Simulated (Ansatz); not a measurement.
MgTe (F-43m) from a database of computed structures was put through Ansatz (plane waves). The geometry is the r2SCAN minimum.

Structure:
```
CELL_PARAMETERS angstrom
0.00000 3.23312 3.23312
3.23312 0.00000 3.23312
3.23312 3.23312 0.00000
ATOMIC_POSITIONS crystal
Mg 0.00000 0.00000 0.00000
Te 0.75000 0.75000 0.75000
```

The log, with set-up remarks and timings taken out:
```
Pseudopotential: Mg, paw, valence charge 10, recommended cutoff 420 eV
Pseudopotential: Te, paw, valence charge 16, recommended cutoff 420 eV
Crystal: 2 atoms, lattice volume = 67.592 Å³
Basis set: ecut = 420 eV, 1363 PW (Γ)
Bands: 17, of which v1, the nominal top of the filled ones, is band 13 counted from 1 (12 counted from 0)
Symmetry: 24 space group operations
Space group: F-43m (ITA 216)
k-points: 8 of 64 (time reversal used)
SCF converged after 6 iterations
Free energy (F): -8905.492300 eV
Fermi energy:    4.305543 eV
--- Per-component energies (eV) ---
  E_band       = -668.001289
  E_kinetic    = 256.456754
  E_local      = -3312.397623
  E_nonlocal   = -214.107192
  E_hartree    = 1576.749892
  E_xc         = -153.253415
  E_vxc        = -141.529549
  E_paw        = -4955.825810
  E_vpaw       = -409.922256
  E_ewald      = -2103.114734
--- G₀W₀: contour deformation, 6 samples at zero and on the imaginary axis and 2 off it, 64 q-points, 109 empty bands' worth ---
    ik  band        ε_KS         Σx   Σc(E_QP)       V_xc       Z   E_QP_lin       E_QP  E_QP is
     0    12      4.3055   -15.7872     1.5645   -13.4631  0.7683     3.5362     3.5460  root
     0    13      4.3055   -15.7872     1.5645   -13.4631  0.7683     3.5362     3.5460  root
     0    14      6.7166    -6.8074    -3.4856   -10.6686  0.7952     7.0940     7.0921  root
     0    15      9.7665    -5.1775    -3.9276    -9.4813  0.7723    10.1454    10.1427  root
     1    12      4.0804   -15.6491     1.6220   -13.2450  0.7660     3.2876     3.2983  root
     1    13      4.0804   -15.6491     1.6220   -13.2450  0.7660     3.2876     3.2983  root
     1    14      7.7490    -6.3909    -3.5985   -10.3713  0.7883     8.1332     8.1310  root
     1    15     10.0975    -4.9463    -4.0043    -9.3104  0.7686    10.4600    10.4574  root
     2    12      3.8899   -15.5972     1.6916   -13.1020  0.7638     3.0745     3.0863  root
     2    13      3.8899   -15.5972     1.6916   -13.1020  0.7638     3.0745     3.0863  root
     2    14      7.5167    -5.9706    -3.5366    -9.8614  0.7902     7.8727     7.8708  root
     2    15      9.8290    -4.5170    -3.8811    -8.7106  0.7751    10.1434    10.1415  root
     3    12      3.6346   -15.2644     1.7434   -12.6914  0.7614     2.7919     2.8050  root
     3    13      3.6346   -15.2644     1.7434   -12.6914  0.7614     2.7919     2.8050  root
     3    14      8.2827    -4.6335    -3.5752    -8.4094  0.7876     8.4840     8.4834  root
     3    15      8.4860    -6.3040    -3.6819   -10.3906  0.7825     8.8934     8.8907  root
     4    12      2.8419   -14.6186     1.9408   -11.7946  0.7522     1.9415     1.9588  root
     4    13      3.4688   -15.2502     1.8099   -12.5935  0.7592     2.6080     2.6220  root
     4    14      8.0025    -4.7115    -3.5281    -8.4621  0.7894     8.2258     8.2250  root
     4    15      9.5715    -5.9916    -3.8317   -10.1926  0.7738     9.9436     9.9409  root
     5    12      2.7641   -14.5626     1.9803   -11.6894  0.7508     1.8530     1.8713  root
     5    13      3.8661   -15.5249     1.6785   -13.0433  0.7638     3.0513     3.0630  root
     5    14      8.6132    -5.4774    -3.7516    -9.5858  0.7823     8.9722     8.9700  root
     5    15     10.0241    -5.3868    -3.9577    -9.6218  0.7682    10.3030    10.3013  root
     6    12      3.1322   -15.1006     1.9361   -12.2834  0.7547     2.2348     2.2512  root
     6    13      3.1322   -15.1006     1.9361   -12.2834  0.7547     2.2348     2.2512  root
     6    14      7.1532    -3.9884    -3.3237    -7.4085  0.7962     7.2497     7.2495  root
     6    15      7.8415    -5.2959    -3.4584    -9.0474  0.7901     8.1358     8.1345  root
```

The points are ik 0 = (0, 0, 0) (Γ), ik 1 = (0, 0, 1/4), ik 2 = (0, 0, -1/2), ik 3 = (0, 1/4, 1/4), ik 4 = (0, 1/4, -1/2), ik 5 = (0, 1/4, -1/4), ik 6 = (0, -1/2, -1/2); band 13 is the last filled one.

Task: What input produced it? Give the YAML.

Result:
```yaml
crystal:
  # lattice and atoms as above
kpoints:
  mp_grid: { grid: [4, 4, 4] }
hamiltonian:
  xc: pbe
scf:
  occupations: { method: fixed }
gw:
  n_empty_bands: 109
  ecut_chi: 80
  qp_bands: [v2, c2]
  qp_kpoints: band_edges
  screening: { model: contour_deformation }
```
There is no exchange loop, so no exact exchange. The quasiparticle table needs the gw block. The lines shown narrow the functional down without fixing it; this is the one that was run. Not every key shows in the log; this is the file that was used.

Run as `ansatz run input.yaml --threads 4 --pin off --max-ram 5529MiB --backend cpu --events-out ev --progress --plain --runs-dir out`. It took 8.1 s on 4 threads of Arm Neoverse V1 (shared host); peak host memory 0.49 GiB.

The values are computed, spin-unpolarised, and not measurements.

Spin-orbit coupling is left out, which matters wherever the heavy atoms make up the band edges.
